**Q:** Which orbitals hold the electrons in the upper valence bands of WS₂?

WS₂ with its atoms displaced at random by about 0.1 Å, computed in SIESTA 5.4.2 with revPBE, SPMS 1.0 norm-conserving pseudopotentials and a DZP basis, without spin–orbit coupling. The k mesh is 10×10×10 for self-consistency and 15×15×15 for the projection. Energies are measured from the valence top, and filled states are counted down to −9.5 eV.

```csv
projection name,projection electrons (e),projection band centre (eV)
W_s,0.360,-5.450
W_p,0.510,-3.710
W_d,4.220,-3.310
S_s,0.350,-4.310
S_p,8.110,-3.880
S_d,0.450,-3.670
```

**A:** Mostly S p, with W d second. Each row measures how much of the filled bands can be described by one kind of atomic orbital, and the S rows count both sulfur atoms. S p has 8.11 electrons and W d has 4.22, together 88% of the total. The band centre is the average energy of that share, measured from the top of the valence band.

The six rows add up to 14 electrons, which fill seven bands with two electrons each. The S 3s bands and the tungsten 5s and 5p shells lie deeper than the energy window reaches. The S s row is therefore only the s character mixed into the upper bands, and its centre is not the energy of the S 3s level.

**Q:** I learned that tungsten in WS₂ is W⁴⁺ with two d electrons. Does a count of 4.22 make it d⁴?

**A:** No, because the two numbers answer different questions. Start from the ionic limit, in which tungsten and sulfur orbitals do not mix. Two sulfur atoms then supply six filled p bands with 12 electrons, and the remaining 2 electrons fill one W d band. That is the formal d² count.

Now let the orbitals mix. The filled sulfur bands take on some W d character, and the empty W d bands take on some S p character in exchange. The number of filled bands stays at seven, so the formal count survives, while the projected W d content grows. The projection counts tungsten's part in every filled band, including the bonds.

The table even sets a lower bound on this mixing. The highest filled band holds two electrons, so it can account for at most 2 of the 4.22 in W d. At least 2.22 electrons of W d character must sit in the six lower bands, which is 18.5% of their 12 electrons. The bound takes the W d share of a band to lie between nothing and all of it, which projections on overlapping orbitals obey only approximately. A minimum of roughly a fifth is a fair reading.

**Q:** Why is W d centred higher than S p?

**A:** The order is inherited from the ionic limit. Sulfur is the more electronegative atom and its 3p level lies below the W 5d level, so the band that is mainly W d ends up on top of the sulfur bands. In the table the W d centre lies 0.57 eV above that of S p.

That is a small step for bands that spread over several electronvolts. If W d lived only in the highest band, its centre would lie close to the valence top, yet it is found at −3.31 eV. The W d share in the lower bands must pull the average down.

**Q:** So can I picture W d as one band at the top, plus an even trace spread through the sulfur bands?

**A:** That picture can be tested with the table's own numbers. Suppose the highest band is pure W d, with 2 electrons, and the other 2.22 electrons follow the sulfur bands, with the S p centre of −3.88 eV. The centre $E_\text{top}$ of the highest band must then satisfy

$$4.22\times(-3.31) = 2\,E_\text{top} + 2.22\times(-3.88),$$

which gives $E_\text{top}\approx -2.7$ eV.

This is too deep. The highest band of WS₂ is fairly narrow, and its centre should lie very roughly 1 eV below the valence top. That figure is a recalled estimate and does not come from the table. If it is even approximately right, the evenly spread trace fails, and the lower part of W d must lie deeper than the sulfur average.

The same balance shows how much deeper. With the highest band centred at −1 eV, the lower W d part has its centre at

$$\frac{4.22\times(-3.31)+2\times 1}{2.22}\approx -5.4\ \text{eV}.$$

A more cautious choice makes the highest band only 80% W d, with the rest S p, and centres it at −1.5 eV. The lower W d part then comes out at −4.4 eV and the lower S p part at −4.0 eV. The order survives, but the distance between the two shrinks a lot, and a still more mixed highest band could close it. The deeper position of the lower W d part is therefore likely rather than proven.

Bonding theory explains the order. Where a sulfur p combination has a W d partner of the right symmetry, the two form a bonding state that is pushed down. Sulfur combinations with little overlap with tungsten gain no such energy and stay in between. W d character therefore gathers at both ends of the valence region, and its average falls in the middle, where there may be rather little of it. A projection resolved in energy would test this directly.

**Q:** What charge does tungsten carry, then?

**A:** It depends on what is counted, and counting only this window is misleading. The three W rows add up to 5.09 electrons. A neutral tungsten atom has six valence electrons, so the window alone suggests a charge of +0.91. The Mulliken charge of the same calculation, which includes the deeper bands, is only +0.58.

The difference of 0.33 electrons is tungsten's net share in the bands below the window. The S 3s bands are the natural place for it, since they too bond to tungsten. If the floor were lowered to include them, the W rows would gain a little. The S s row would gain between three and four electrons and its centre would drop by several electronvolts, although nothing in the material had changed.

Other ways of dividing the density give +0.64 (Hirshfeld) and +0.81 (Voronoi). All of them are far below the formal +4, because the formal charge assigns every bonding electron to sulfur. The spread between the schemes is a reminder that an atomic charge in a covalent solid is a convention with a useful sign and a rough size.

**Q:** What would happen if I replaced sulfur by selenium?

**A:** Two limits are enough for a first guess. Take one chalcogen p orbital and one W d orbital, separated in energy by $\Delta$ and coupled by a matrix element $t$. The W d share of the bonding state is

$$w=\frac12\left(1-\frac{\Delta}{\sqrt{\Delta^2+4t^2}}\right).$$

When $\Delta$ is much larger than $t$, the share vanishes and the ionic count returns. When $\Delta$ goes to zero, the share reaches one half and the bond is purely covalent.

The Se 4p level lies higher than the S 3p level and so closer to W 5d, which reduces $\Delta$ and favours more W d character in the lower bands. The longer W–Se bond weakens $t$ and works the other way. Selenium is also slightly less electronegative than sulfur, so I would expect the energy match to win and the W d count to rise somewhat. This is an expectation from the model, and the table does not test it.

**Q:** Which digits in the table can I trust?

**A:** Trust the broad pattern: about eight electrons in S p, about four in W d, and W d centred above S p. The second decimals are good for checking that the rows add up, but they are not material constants. The atoms had been displaced at random by about 0.1 Å, and force components of up to 2.4 eV/Å remain. The numbers belong to this one distorted structure and would change somewhat on relaxation. Two settings also need a remark. The self-consistent run used a 10×10×10 k mesh, while the projection used 15×15×15 points. The pseudopotentials were made with PBE, whereas the run used revPBE, a mismatch whose effect was not tested.

Among the centres, W p and S d differ by only 0.04 eV and should not be ranked. The energy grid, with points 0.07 eV apart, is not the main reason, because a centre is an average over many points. The displaced atoms and the tungsten basis could easily shift the two by more than their difference. The choice of zero matters less than it seems. Measured from the calculated Fermi energy, which lies in the gap, every centre would be 0.45 eV lower and all differences would stay the same.

The small tungsten rows need the most caution. W s has the deepest centre, at −5.45 eV, and bonding offers a reason: the 6s level is empty in the ionic limit and enters the filled bands by mixing with sulfur states, which pushes those states down. But the tungsten basis functions were built from an atomic level that is wrong by about 8 eV. This is not the error of the band centre, but it means that the size and depth of the W s and W p shares could change with a better basis.

**Q:** I want to use WS₂ as a transistor channel. Which of these numbers matters for the holes?

**A:** None of the centres does so directly. Holes occupy states within a few tenths of an electronvolt of the valence top, whereas each centre averages over the whole window. The useful message is about character. Ionic counting makes the highest band mainly W d, with some S p mixed in, although the table does not resolve the edge itself. A metal contact on top of the layer must therefore reach tungsten states through the sulfur, and the S p admixture helps it to do so.

For the edge itself, spin–orbit coupling has to be added. In a single layer the valence top lies at the K point, and the coupling splits it by roughly 0.4 eV, which is large compared with the thermal energy of the holes. In thick WS₂ the top is usually found at Γ instead, where time-reversal symmetry keeps the two spin states together, so the number of layers matters too. The coupling changes the bands near the edge far more than the overall division of electrons between S p and W d. The table is thus a guide to the bonding, and a channel model needs the bands near the edge with this coupling included.
